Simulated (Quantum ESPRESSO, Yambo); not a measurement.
# CsH (Fm-3m): G0W0 with Yambo, start to end, part 2 of 3

How does a plane-wave GW calculation on CsH (Fm-3m) run from the first input to the gap?

Quantum ESPRESSO 7.5 and Yambo 5.3.0; PBEsol and many-body steps on it, plane waves. Known limits of the many-body steps: not at the basis limit; no spin-orbit coupling.

So far. Step 2 (Ground state): The gap is direct, at (0.000, 0.000, -0.500). Step 3 (Bands along the symmetry lines): The gap is 2.149 eV, as in the run before at this level.

The database entry behind the starting cell differs from later determinations by our own check (0.1 to 0.3 % short, probably kX units), so it need not match the best structure at ambient conditions.

### Step 4. Empty states on the mesh, 4×4×4 mesh, 586 bands

Level of this step: DFT, PBEsol, plane waves, norm-conserving pseudopotentials (Quantum ESPRESSO).

The sums over transitions need many empty states on a uniform mesh; this step solves for them.

File pw.in:

```
&control
  calculation = 'nscf'
  prefix = 'x'
  outdir = 'o'
  pseudo_dir = 'pseudo'
/
&system
  ibrav = 0
  nat = 2
  ntyp = 2
  ecutwfc = 64.0
  nbnd = 586
  force_symmorphic = .true.
/
&electrons
  conv_thr = 1e-9
  electron_maxstep = 80
  diago_full_acc = .true.
  diago_thr_init = 5e-6
/
ATOMIC_SPECIES
  Cs 132.91 Cs.upf
  H 1.008 H.upf
CELL_PARAMETERS angstrom
  -0.0000000000 3.1880000000 3.1880000000
  3.1880000000 -0.0000000000 3.1880000000
  3.1880000000 3.1880000000 -0.0000000000
ATOMIC_POSITIONS crystal
  Cs 0.0000000000 0.0000000000 0.0000000000
  H 0.5000000000 0.5000000000 0.5000000000
K_POINTS automatic
  4 4 4 0 0 0
```

Started as:

```console
$ OMP_NUM_THREADS=1 mpirun -n 4 pw.x -nk 4 -in pw.in > pw.out
```

The program printed:

```text
[banner, memory and clock lines left out]
Program PWSCF v.7.5 starts

     Atomic positions and unit cell read from directory:
     o/x.save/

     Message from routine setup:
     using ibrav=0 with symmetry is DISCOURAGED, use correct ibrav instead

     G-vector sticks info

     bravais-lattice index     =            0
     lattice parameter (alat)  =       8.5199  a.u.
     unit-cell volume          =     437.3021 (a.u.)^3
     number of atoms/cell      =            2
     number of atomic types    =            2
     number of electrons       =        10.00
     number of Kohn-Sham states=          586
     kinetic-energy cutoff     =      64.0000  Ry
     charge density cutoff     =     256.0000  Ry
     Exchange-correlation= PBESOL
                           (   1   4  10   8   0   0   0)

     celldm(1)=   8.519854  celldm(2)=   0.000000  celldm(3)=   0.000000
     celldm(4)=   0.000000  celldm(5)=   0.000000  celldm(6)=   0.000000

     crystal axes: (cart. coord. in units of alat)
               a(1) = (  -0.000000   0.707107   0.707107 )
               a(2) = (   0.707107  -0.000000   0.707107 )
               a(3) = (   0.707107   0.707107  -0.000000 )

     reciprocal axes: (cart. coord. in units 2 pi/alat)
               b(1) = ( -0.707107  0.707107  0.707107 )
               b(2) = (  0.707107 -0.707107  0.707107 )
               b(3) = (  0.707107  0.707107 -0.707107 )
     Pseudo is Norm-conserving + core correction, Zval =  9.0
     Generated using ONCVPSP code by D. R. Hamann
     Using radial grid of 2384 points,  8 beta functions with:
     Pseudo is Norm-conserving, Zval =  1.0
     Generated using ONCVPSP code by D. R. Hamann
     Using radial grid of 1180 points,  3 beta functions with:
     Cs                9.00   132.91000     Cs( 1.00)
     H                 1.00     1.00800     H ( 1.00)

     48 Sym. Ops., with inversion, found

   Cartesian axes

     site n.     atom                  positions (alat units)
         1        Cs     tau(   1) = (   0.0000000   0.0000000   0.0000000  )
         2        H      tau(   2) = (   0.7071068   0.7071068   0.7071068  )

     number of k points=     8
                       cart. coord. in units 2pi/alat
        k(    1) = (   0.0000000   0.0000000   0.0000000), wk =   0.0312500
        k(    2) = (   0.1767767   0.1767767  -0.1767767), wk =   0.2500000
        k(    3) = (  -0.3535534  -0.3535534   0.3535534), wk =   0.1250000
[...]
k(    7) = (  -0.7071068   0.0000000   0.0000000), wk =   0.0937500
        k(    8) = (  -0.7071068   0.3535534   0.0000000), wk =   0.1875000

     Dense  grid:    30395 G-vectors     FFT dimensions: (  45,  45,  45)

     The potential is recalculated from file :
     o/x.save/charge-density

     Starting wfcs are    6 randomized atomic wfcs +  580 random wfcs

     Band Structure Calculation

     End of band structure calculation

          k = 0.0000 0.0000 0.0000 (  3767 PWs)   bands (ev):

   -18.1919  -4.6243  -4.6243  -4.6243   1.4858   8.4061   8.4061   8.4061
     9.0751  10.1795  10.1795  11.5075  12.4164  12.4164  12.4164  17.7957
    17.7957  17.7957  19.6365  19.6365  19.6365  20.3920  22.5956  22.5956
[...]
[... 62 further rows ...]
[...]
246.2856 246.2856

          k = 0.1768 0.1768-0.1768 (  3762 PWs)   bands (ev):

[...]
[... 62 further rows ...]
[...]
244.1651 245.3553

          k =-0.3536-0.3536 0.3536 (  3798 PWs)   bands (ev):

[...]
53.1594  53.6310  53.6310  54.2275  54.2275  57.7641  59.1357  59.1357
     [... 62 further rows ...]
   240.0497 240.0497 241.9829 241.9829 242.6732 243.3063 243.4979 243.4979
   243.6141 243.9331

          k = 0.3536 0.0000 0.0000 (  3767 PWs)   bands (ev):

     [... further k-points ...]

     highest occupied, lowest unoccupied level (ev):     3.2614    5.4106

     XML data file, pseudopotentials, collected wavefunctions
```

Wall time 86 s (4 MPI ranks of Arm Neoverse V2, shared host); peak memory 1.1 GiB.

This step gave:

```
gap                                                           : 2.149 eV
k of the valence top                                          : 0, 0, -0.5
k of the conduction bottom                                    : 0, 0, -0.5
least direct gap                                              : 2.149 eV
k points computed                                             : 8
lowest point of the top converged band, above the valence top : 239.4825 eV
```

On this mesh the gap is 2.149 eV.

### Step 5. Conversion and set-up

This step: Yambo 5.3.0; conversion and set-up on PBEsol, plane waves, norm-conserving pseudopotentials.

The states are converted to the many-body program's format and the q mesh is built.

Started as:

```console
$ (cd o/x.save; p2y > p2y.log; mv SAVE ../..); yambo > setup.log
```

The program printed:

```text
 Yambo, version 5.3.0

 [02] CORE Variables Setup
 =========================

  [02.01] Unit cells
  ==================

  Cell kind             :  FCC
  Atoms in the cell     :  Cs  H
  number of Cs atoms    :  1
  number of H  atoms    :  1

  List of atomic masses
  Mass of Cs    :  132.9100
  Mass of H     :  1.008000

  List of atomic coordinates    : [cc]
  Cs1       :  0.000000  0.000000  0.000000  order 1
  H1       :  6.024447  6.024447  6.024447  order 2

  Alat factors          :  6.024447  6.024447  6.024447 [a.u.]
  Direct lattice volume :  437.3021 [a.u.]
  Direct lattice vectors:  A[ 1 ]  A[ 2 ]  A[ 3 ]
   A[ 1 ]: -0.000000  1.000000  1.000000  [iru]
  -0.000000  6.024447  6.024447  [cc]
   A[ 2 ]:  1.000000 -0.000000  1.000000  [iru]
   6.024447 -0.000000  6.024447  [cc]
   A[ 3 ]:  1.000000  1.000000 -0.000000  [iru]
   6.024447  6.024447 -0.000000  [cc]

  Recip. lattice volume :  0.567229 [a.u.]
  Recip. lattice vectors:  B[ 1 ]  B[ 2 ]  B[ 3 ]
   B[ 1 ]: -0.500000  0.500000  0.500000  [iku]
  -0.521474  0.521474  0.521474  [cc]
   B[ 2 ]:  0.500000 -0.500000  0.500000  [iku]
   0.521474 -0.521474  0.521474  [cc]
   B[ 3 ]:  0.500000  0.500000 -0.500000  [iku]
   0.521474  0.521474 -0.521474  [cc]

  [02.02] Symmetries
  ==================

  Inversion symmetry    : yes
  Spatial inversion     : yes
  Inversion index       :  25
  K-space Time-reversal : no
  Magnetic symmetries   : no
  Group table correct   : yes
  Symmetries units      :  [cc]

   [S  1]:   1.0000     -0.18994E-16 -0.18994E-16 -0.18994E-16   1.0000      0.18994E-16  0.18994E-16  0.18994E-16   1.0000
   [S  2]:  -1.0000      0.18994E-16 -0.18994E-16  0.18994E-16  -1.0000      0.18994E-16 -0.18994E-16 -0.18994E-16   1.0000
   [S  3]:  -1.0000     -0.18994E-16  0.18994E-16  0.18994E-16   1.0000     -0.18994E-16 -0.18994E-16  0.18994E-16  -1.0000
[...]
[... 36 further rows ...]
   [S 47]: -0.18994E-16   1.0000      0.18994E-16  0.18994E-16 -0.18994E-16  -1.0000       1.0000      0.18994E-16 -0.18994E-16
   [S 48]: -0.18994E-16  -1.0000     -0.18994E-16  0.18994E-16  0.18994E-16   1.0000       1.0000     -0.18994E-16  0.18994E-16

  [02.03] Reciprocal space
  ========================

  nG shells         :   317
  nG charge         :  30395
  nG WFs            :   4635
  nC WFs            :   3828
  G-vecs. in first 31 shells:  [ Number ]
     1    9   15   27   51   59   65   89  113
    137   169   181   229   259   283   307   331   339
    387   411   459   531   537   561   609   645   701
    725   749   821   869
  ...
  Shell energy in first 31 shells:  [ mHa ]
    0.00000      407.903      543.870      1087.74      1495.64      1631.61      2175.48      2583.38      2719.35
    3263.22      3671.12      4350.96      4758.87      4894.83      5438.70      5846.61      5982.57      6526.44
[...]
BZ  K-points                                      :   64

  K/Q-points units:
  rlu = crystal or reduced units; cc = cartesian coordinates; iku = interal k-units

  K [1]          [rlu]:  0.000000  0.000000  0.000000
         WF components:   3767
  K [2]          [rlu]: -0.48926E-17 -0.48926E-17  0.25000
         WF components:   3762
  K [3]          [rlu]:  0.97851E-17  0.97851E-17 -0.50000
         WF components:   3798
  K [4]          [rlu]:  0.66107E-17  0.25000      0.25000
         WF components:   3767
  K [5]          [rlu]: -0.14221E-16  0.25000     -0.50000
         WF components:   3779
  [... 2 further k-points ...]
  K [8]          [rlu]:  0.250000 -0.500000 -0.250000
         WF components:   3828

  [02.05] Energies & Occupations
  ==============================

  [X] === General ===
  [X] Electronic Temperature                        :  0.000000  0.000000 [eV K]
  [X] Bosonic    Temperature                        :  0.000000  0.000000 [eV K]
  [X] Finite Temperature mode                       : no
  [X] El. density                                   :  0.15432E+24 [cm-3]
  [X] Fermi Level                                   :  3.261446 [eV]

  [X] === Gaps and Widths ===
  [X] Conduction Band Min                           :  2.149182 [eV]
  [X] Valence Band Max                              :  0.000000 [eV]
  [X] Filled Bands                                  :   5
  [X] Empty Bands                                   :     6   586
  [X] Direct Gap                                    :  2.149182 [eV]
  [X] Direct Gap localized at k                     :  3
  [X] Indirect Gap                                  :  2.149182 [eV]
  [X] Indirect Gap between kpts                     :  3  3
  [X] Last valence band width                       :  1.775611 [eV]
  [X] 1st conduction band width                     :  2.995424 [eV]

  E @ K [1]:  [eV]
  -21.45331  -7.88570  -7.88570  -7.88570  -1.77561   5.14461   5.14461   5.14461
    5.81364   6.91804   6.91804   8.24602   9.15496   9.15496   9.15496  14.53428
  occ @ K [1]
   2.000000  2.000000  2.000000  2.000000  2.000000  0.000000  0.000000  0.000000
[...]
E @ K [2]:  [eV]
[...]
occ @ K [2]
[...]
E @ K [3]:  [eV]
[...]
occ @ K [3]
[...]
E @ K [4]:  [eV]
[...]
occ @ K [4]
[...]
E @ K [5]:  [eV]
[...]
occ @ K [5]
[...]
[... 2 further k-points ...]
  E @ K [8]:  [eV]
[...]
occ @ K [8]
   2.000000  2.000000  2.000000  2.000000  2.000000  0.000000  0.000000  0.000000
   0.000000  0.000000  0.000000  0.000000  0.000000  0.000000  0.000000  0.000000

 [03] Transferred momenta grid and indexing
 ==========================================

 IBZ Q-points                                      :   8
 BZ  Q-points                                      :   64

 K/Q-points units:
 rlu = crystal or reduced units; cc = cartesian coordinates; iku = interal k-units

 Q [1]          [rlu]:  0.000000  0.000000  0.000000
 Q [2]          [rlu]: -0.48926E-17 -0.48926E-17  0.25000
 Q [3]          [rlu]:  0.97851E-17  0.97851E-17 -0.50000
[...]
Q [7]          [rlu]: -0.13221E-16 -0.50000     -0.50000
 Q [8]          [rlu]:  0.250000 -0.500000 -0.250000

  [03.01] X indexes
  =================

   [03.01.01] Sigma indexes
   ========================

 [06] Game Over & Game summary
```

Elapsed: 2.4 s, on 1 MPI rank; peak memory 0.25 GiB.

(Continued in part 3 of 3.)

[Paths, hosts, dates, memory and timing lines, banners, echoed tables and standing remarks are left out of the program output.]

[Logs are printed without paths, hosts, clocks, repeated set-up lines and the standing remarks that a program may print on its own settings, such as how far it seeks lower states.]

[Runs of the session that timed out or met a known fault of the program may be left out.]

[Hosts, paths, dates, database ids (printed as entryN), source tags and the programs' standing remarks are cut or masked in the printed files.]
